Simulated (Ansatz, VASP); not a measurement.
WSe2 in VASP and in Ansatz

```xyz
3
Lattice="3.5741 0.0000 0.0000 -1.7871 3.0953 0.0000 0.0000 0.0000 14.3556" Properties=species:S:1:pos:R:3 pbc="T T T"
W     0.0000    0.0000    0.0000
Se    0.0000    2.0635    1.4325
Se    0.0000    2.0635   12.9231
```

Alike in both runs: task single point; functional PBEsol; dispersion D3(BJ); k mesh 12 × 12 × 2; occupations gaussian, width 0.05 eV; no spin polarisation.

|  | VASP | Ansatz |
| --- | --- | --- |
| version | VASP 6.6.1 | Ansatz 0.2.0 |
| potentials or method | VASP PAW PBE potentials, release 64 (W_sv, Se) | scalar-relativistic, plane waves, PAW |
| plane-wave cutoff (eV) | 520 | 420 |
| valence electrons in the cell | 26 | 46 |

Ansatz gave:

```
gap on the k mesh at the Fermi level (eV) : none
rms of the force components (eV/Å)        : 1.231
```

Which values does VASP return?

gap on the k mesh at the Fermi level (eV): none; rms of the force components (eV/Å): 1.259.

Atom by atom the forces differ by 0.028 eV/Å (rms over components). A gap of «none» marks a metal or a gap that the smearing closes. The two sets of potentials don't hold the same shells in valence.

Caveats: the PAW data sets were made with another functional, which shifts forces and pressure a little (VASP). The runs have no spin-orbit coupling, so splittings on W are missing.
